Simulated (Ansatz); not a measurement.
The system is GaN.

```
CELL_PARAMETERS angstrom
3.21154 0.00000 0.00000
-1.60577 2.78127 0.00000
0.00000 0.00000 10.35684
ATOMIC_POSITIONS crystal
Ga 0.00000 0.00000 0.78587
Ga 0.66667 0.33333 0.03735
Ga 0.33333 0.66667 0.53735
Ga 0.00000 0.00000 0.28587
N 0.00000 0.00000 0.09304
N 0.66667 0.33333 0.34375
N 0.00000 0.00000 0.59304
N 0.33333 0.66667 0.84374
```

The cell is a database's computed one.

Base run:

```yaml
Program: Ansatz 0.2.0
Functional: PBEsol
Potentials_or_basis: all-electron LAPW, scalar-relativistic
Cutoff: 393 eV (chosen from the basis error)
Basis_error_allowed: 0.002 eV/atom
k_mesh: 10 × 10 × 3
Occupations: fermi-dirac, width 0.05 eV
Spin: no spin polarisation
```

Its results: band gap on the k mesh 0.79 eV, direct; pressure -6.1 GPa; largest force 0.242 eV/Å.

Task: After a change of settings the same cell gave: band gap on the k mesh 0.83 eV, direct; pressure -10.9 GPa; largest force 0.218 eV/Å. Which change was it?
A. basis error allowed from 0.002 eV/atom to 0.001 eV/atom
B. functional from PBEsol to LDA
C. functional from PBEsol to PBE

Result: B.

LDA binds more tightly than PBEsol, so the same cell stands under less pressure.
